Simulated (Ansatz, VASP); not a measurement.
Given: the input of a run of VASP 6.6.1 on V.

The input INCAR:

```
PREC = Accurate
ENCUT = 520
EDIFF = 1E-7
ISMEAR = -1
SIGMA = 0.05
LREAL = F
LASPH = T
NELM = 150
ALGO = Fast
ISIF = 2
LWAVE = F
LCHARG = F
ISPIN = 2
MAGMOM = 2 2
LORBIT = 11
LMAXMIX = 4
GGA = CA
NBANDS = 24
```

KPOINTS

```
Automatic mesh
0
Gamma
  12 12 6
```

File POSCAR:

```
V
1.0
    2.5511303260      0.0000000000      0.0000000000
   -1.2755651630      2.2093436706      0.0000000000
    0.0000000000      0.0000000000      4.6269143324
V
2
Direct
    0.3333333333      0.6666666667      0.2500000000
    0.6666666667      0.3333333333      0.7500000000
```

Potentials or basis: VASP PAW LDA potentials, release 64 (V_sv).

The run is started by

```bash
$ cat potpaw_LDA.64/V_sv/POTCAR > POTCAR
$ mpirun -np 1 vasp_std > vasp.out
```

Task: Translate it to Ansatz 0.2.0. Potentials there: all-electron LAPW, scalar-relativistic.

Result: As run (the cutoff follows the program's own potentials):

Contents of input.yaml:

```yaml
crystal:
  lattice:
    - [2.551130326, 0.0, 0.0]
    - [-1.275565163, 2.2093436706, 0.0]
    - [0.0, 0.0, 4.6269143324]
  atoms:
    - { symbol: V, position: [0.3333333333, 0.6666666667, 0.25], spin: 2.0 }
    - { symbol: V, position: [0.6666666667, 0.3333333333, 0.75], spin: 2.0 }
kpoints:
  mp_grid: { grid: [12, 12, 6] }
scf:
  occupations: { method: fermi_dirac, width: 0.05 }
hamiltonian:
  xc: lda
  pseudopotentials: { kind: all_electron, lapw: { basis_error: 0.001 } }
magnetization:
  spin_polarized: true
output:
  forces: true
  stress: true
  eigenvalues: true
```

Potentials or basis: all-electron LAPW, scalar-relativistic.

Run with:

```sh
$ ansatz run input.yaml --threads 2 --pin off --max-ram 6144MiB --backend cpu --events-out ev --progress --plain --runs-dir out
```

Both were run:

|  | VASP | Ansatz | Ansatz less VASP |
| --- | --- | --- | --- |
| gap on the k mesh at the Fermi level (eV) | none | none | - |
| pressure (GPa) | -1.9 | -2.4 | -0.47 |
| largest component of the traceless stress (GPa) | 1.17 | 1.23 | +0.065 |
| net moment per atom (μB) | 0.00 | 0.00 | 0.000 |

A gap of «none» marks a metal or a gap that the smearing closes. Ansatz ran all-electron here, so the differences hold the error of VASP's frozen core and of both bases.

Caveats: the starting moments weren't kept (Ansatz).
